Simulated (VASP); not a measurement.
Here is a VASP 6.6.1 calculation.

Contents of INCAR:

```
SYSTEM = Te2Pt
PREC = Accurate
ENCUT = 520
EDIFF = 1E-7
ISMEAR = -1
SIGMA = 0.05
LREAL = .FALSE.
LASPH = .TRUE.
NELM = 100
ALGO = Fast
ISIF = 2
LWAVE = .FALSE.
LCHARG = .FALSE.
GGA = PE
NBANDS = 18
```

File KPOINTS:

```
regular mesh
0
G
  10 10 6
  0 0 0
```

Contents of POSCAR:

```
Te2Pt
1.0
    4.0899624096      0.0000000000      0.0000000000
   -2.0449812048      3.5420113472      0.0000000000
    0.0000000000      0.0000000000      5.3827046313
Pt Te
1 2
Direct
    0.0000000000      0.0000000000      0.0000000000
    0.3333333333      0.6666666667      0.2530028067
    0.6666666667      0.3333333333      0.7469971933
```

Potentials or basis: VASP PAW PBE potentials, release 64 (Pt, Te).

The run is started by

```sh
$ cat potpaw_PBE.64/Pt/POTCAR potpaw_PBE.64/Te/POTCAR > POTCAR
$ mpirun -np 1 vasp_std > vasp.out
```

Task: Predict the pressure.

Result: -0.2 GPa.

Task: What does it give for the band gap on the k mesh?

Result: None (metal or under the smearing width).

Task: Predict the largest force.

Result: 0.010 eV/Å.

Forces in eV/Å, atoms in the order of the input:
```
Pt   0.000  0.000  0.000
Te   0.000  0.000 -0.010
Te   0.000  0.000  0.010
```

The run has no spin-orbit coupling, so splittings on Pt, Te are missing.
